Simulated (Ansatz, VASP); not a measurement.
## Ag in VASP and in Ansatz

```
Ag
1.0
     5.22650    0.00000    0.00000
     0.00000    5.22650    0.00000
     0.00000    0.00000    5.22650
Ag
8
Cartesian
  2.6133 2.6133 2.6133
  0.0000 0.0000 0.0000
  1.3066 0.0000 2.6133
  2.6133 1.3066 0.0000
  2.6133 3.9199 0.0000
  3.9199 0.0000 2.6133
  0.0000 2.6133 3.9199
  0.0000 2.6133 1.3066
```

Alike in both runs: functional r2SCAN; k mesh 8 × 8 × 8; occupations gaussian, width 0.1 eV; no spin polarisation.

Ansatz relaxed the structure, and its values are those at the end. VASP's run is a single point on that final structure, the one shown.

|  | VASP | Ansatz |
| --- | --- | --- |
| version | VASP 6.6.1 | Ansatz 0.2.0 |
| potentials or method | VASP PAW PBE potentials, release 64 (Ag) | scalar-relativistic, plane waves, PAW |
| plane-wave cutoff (eV) | 520 | 500 |
| valence electrons in the cell | 88 | 152 |

```csv
,VASP,Ansatz,Ansatz less VASP
gap on the k mesh at the Fermi level (eV),none,none,-
pressure (GPa),0.1,0.0,-0.13
```

A gap of «none» marks a metal or a gap that the smearing closes. With one functional, cell and mesh, what is left measures potentials, basis and numerics. The two sets of potentials don't hold the same shells in valence.

Caveats: the PAW data sets were made with another functional, which shifts forces and pressure a little (VASP).
